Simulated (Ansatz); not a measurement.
A run of Ansatz 0.2.0 is set up as follows.

File input:

```
crystal:
  lattice:
    - [-1.3843987196, 1.3843987196, 2.3112238365]
    - [1.3843987196, -1.3843987196, 2.3112238365]
    - [1.3843987196, 1.3843987196, -2.3112238365]
  atoms:
    - { symbol: Ga, position: [0.0, 0.0, 0.0] }
hamiltonian:
  xc: { exchange: pbesol, correlation: pbesol, exx: { coeff: 0.25 } }
  pseudopotentials: { kind: paw }
kpoints:
  mp_grid: { grid: [7, 7, 7] }
scf:
  occupations: { method: fermi_dirac, width: 0.05 }
output:
  forces: true
  stress: true
  eigenvalues: true
```

(1) Predict the band gap on the k mesh.

(2) What does it give for the pressure?

Results:

(1) none (metal or under the smearing width).

(2) -0.3 GPa.

Caveat: the k mesh is coarse (spacing up to 0.46 Å⁻¹), so the values aren't converged, least of all with exact exchange; the PAW data sets come from PBE, with cores solved anew for the run's functional, which leaves a small shift of forces and pressure; the thresholds are loose for stress.
